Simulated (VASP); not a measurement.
Set up this calculation in VASP 6.6.1, as the native input.

| Property | Result |
| --- | --- |
| Task | single point |
| Functional | PBE |
| Potentials or basis | VASP PAW PBE potentials, release 64 (Ca_sv, Se) |
| Cutoff | 520 eV |
| k mesh | 6 × 6 × 6 |
| Occupations | gaussian, width 0.05 eV |
| Spin | no spin polarisation |
| Dipole correction | no |
| Further INCAR settings | ALGO = Normal; EDIFF = 1e-06; NBANDS = 15 |

The structure of CaSe lies in POSCAR:

```
CaSe
1.0
    0.0000000000      3.3000000000      3.3000000000
    3.3000000000      0.0000000000      3.3000000000
    3.3000000000      3.3000000000      0.0000000000
Ca Se
1 1
Direct
    0.0000000000      0.0000000000      0.0000000000
    0.7500000000      0.7500000000      0.7500000000
```

The cell comes from a database or a generator and needn't be the stable form of this composition.

The input as run:

INCAR

```
SYSTEM = CaSe
PREC = Accurate ; ENCUT = 520
EDIFF = 1E-6 ; ISMEAR = 0
SIGMA = 0.05 ; LREAL = .False.
LASPH = .True. ; NELM = 100
ALGO = Normal ; ISIF = 2
LWAVE = .False. ; LCHARG = .True.
GGA = PE ; LELF = .True.
LVHAR = .True. ; NBANDS = 15
```

KPOINTS

```
Automatic mesh
0
Gamma
  6 6 6
  0 0 0
```

Potentials or basis: VASP PAW PBE potentials, release 64 (Ca_sv, Se).

Command:

```bash
$ cat potpaw_PBE.64/Ca_sv/POTCAR potpaw_PBE.64/Se/POTCAR > POTCAR
$ mpirun -np 1 vasp_std > vasp.out
```

It gave:

The pressure is -0.1 GPa. The band gap on the k mesh is 3.15 eV, indirect (least direct gap 3.24 eV).

Wall time 9.2 s on 1 thread of Intel(R) Xeon(R) 6975P-C (Granite Rapids) (shared host), peak memory 0.2 GiB.
